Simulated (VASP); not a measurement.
A run of VASP 6.6.1:

The input run.py:

```python
from ase.calculators.vasp import Vasp
from ase.dft.dos import DOS
from ase.io import read

atoms = read('AlRu.cif', primitive_cell=True, subtrans_included=False)
calc = Vasp(
    directory='calc',
    xc='blyp',
    pp='PBE',
    setups='recommended',
    prec='Accurate',
    encut=520,
    ediff=1e-06,
    ismear=1,
    sigma=0.2,
    lreal=False,
    lasph=True,
    nelm=60,
    algo='Fast',
    isif=2,
    lwave=False,
    lcharg=False,
    lmaxmix=4,
    ivdw=13,
    vdw_s6=1.0,
    vdw_s8=2.34076671,
    vdw_a1=0.44488865,
    vdw_a2=4.0933009,
    lorbit=11,
    kpts=[9, 9, 9],
    gamma=True,
)
atoms.calc = calc

print('energy (eV):', atoms.get_potential_energy())
print('free energy (eV):', atoms.get_potential_energy(force_consistent=True))
print('forces (eV/A):')
print(atoms.get_forces())
print('stress (eV/A^3, Voigt):', atoms.get_stress())
print('Fermi level (eV):', calc.get_fermi_level())
dos = DOS(calc, width=0.05, window=(-10, 10), npts=301)
print('E - E_F (eV), DOS (1/eV)')
for e, g in zip(dos.get_energies(), dos.get_dos()):
    print(f'{e:8.3f} {g:10.4f}')
```

Contents of AlRu.cif:

```cif
data_AlRu
_cell_length_a 2.99160000
_cell_length_b 2.99160000
_cell_length_c 2.99160000
_cell_angle_alpha 90.00000000
_cell_angle_beta 90.00000000
_cell_angle_gamma 90.00000000
_space_group_name_H-M_alt 'Pm-3m'
_space_group_name_Hall '-P 4 2 3'
_space_group_IT_number 221
loop_
_space_group_symop_operation_xyz
'x,y,z'
'-x,-y,-z'
'-y,x,z'
'y,-x,-z'
'-x,-y,z'
'x,y,-z'
'y,-x,z'
'-y,x,-z'
'x,-y,-z'
'-x,y,z'
'-y,-x,-z'
'y,x,z'
'-x,y,-z'
'x,-y,z'
'y,x,-z'
'-y,-x,z'
'z,x,y'
'-z,-x,-y'
'z,-y,x'
'-z,y,-x'
'z,-x,-y'
'-z,x,y'
'z,y,-x'
'-z,-y,x'
'-z,x,-y'
'z,-x,y'
'-z,-y,-x'
'z,y,x'
'-z,-x,y'
'z,x,-y'
'-z,y,x'
'z,-y,-x'
'y,z,x'
'-y,-z,-x'
'x,z,-y'
'-x,-z,y'
'-y,z,-x'
'y,-z,x'
'-x,z,y'
'x,-z,-y'
'-y,-z,x'
'y,z,-x'
'-x,-z,-y'
'x,z,y'
'y,-z,-x'
'-y,z,x'
'x,-z,y'
'-x,z,-y'
loop_
_atom_site_label
_atom_site_type_symbol
_atom_site_symmetry_multiplicity
_atom_site_Wyckoff_symbol
_atom_site_fract_x
_atom_site_fract_y
_atom_site_fract_z
_atom_site_occupancy
Ru1 Ru 1 b 0.5000000000 0.5000000000 0.5000000000 1
Al1 Al 1 a 0.0000000000 0.0000000000 0.0000000000 1
```

Potentials or basis: VASP PAW PBE potentials, release 64 (Ru_pv, Al).

Run with:

```bash
$ python run.py
```

Hardware: 1 thread of Intel(R) Xeon(R) Platinum 8559C (Emerald Rapids), on a shared host.

Problem. How long does it take, and how much memory?

Solution. It took 14 s on 1 thread of Intel(R) Xeon(R) Platinum 8559C (Emerald Rapids), on a shared host, peak memory 0.14 GiB. Counts: scf iterations 15, k points 35.
